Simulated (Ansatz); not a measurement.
Relaxed bulk Al2Cu:

Space group I4/mcm (No. 140). a = 5.993 Å, b = 5.993 Å, c = 4.828 Å, α = 90.00°, β = 90.00°, γ = 90.00°
| atom | site | symmetry | x | y | z |
| --- | --- | --- | --- | --- | --- |
| Al | 8h | m.2m | 0.1593 | 0.6593 | 0.0000 |
| Cu | 4a | 422 | 0.0000 | 0.0000 | 0.2500 |

Miller indices refer to the conventional cell of I4/mcm (No. 140), a = 5.993 Å, b = 5.993 Å, c = 4.828 Å, α = 90.00°, β = 90.00°, γ = 90.00°.

The (211) slab of 15 planes, 11.4 Å thick with 15 Å of vacuum as cut; outer planes Al (top) and AlCu (bottom).

Theory: DFT PBEsol, scalar-relativistic, plane waves, PAW in Ansatz. Plane waves to 420 eV, a k mesh through Γ of 7×5×1 on the computed 30-atom cell and Gaussian smearing (0.10 eV); no spin polarisation. The cell repeats along c with a dipole correction in the vacuum.

Results for the relaxed slab:

```
Surface energy (mean of both faces)   : 1.66 J/m²
Work function                         : 4.28 eV (top), 4.46 eV (bottom)
Dipole of the slab along +c, per cell : 0.04 e·Å
```

Relaxation lowers the energy by 0.132 J/m² a face; the largest move is 1.201 Å.

```
plane (bottom to top) atoms spacing to next, bulk (Å) relaxed (Å) change (%) rumpling (Å)
                    1   AlCu                      1.384        1.088       -21.4         0.308
                    2   AlCu                      0.480        0.720       +50.0         0.170
                    3    Al2                      0.480        0.220       -54.1         0.600
                    4   AlCu                      1.384        1.481        +7.0         0.383
                    5   AlCu                      0.480        0.544       +13.4         0.246
                    6    Al2                      0.480        0.414       -13.6         0.080
                    7   AlCu                      1.384        1.405        +1.5         0.154
                    8   AlCu                      0.480        0.467        -2.6         0.202
                    9    Al2                      0.480        0.468        -2.4         0.191
                   10   AlCu                      1.384        1.386        +0.1         0.155
                   11   AlCu                      0.480        0.477        -0.5         0.202
                   12    Al2                      0.480        0.469        -2.2         0.078
                   13   AlCu                      1.384        1.412        +2.0         0.383
                   14   AlCu                      0.480        0.290       -39.6         0.271
                   15    Al2                                                             0.090
```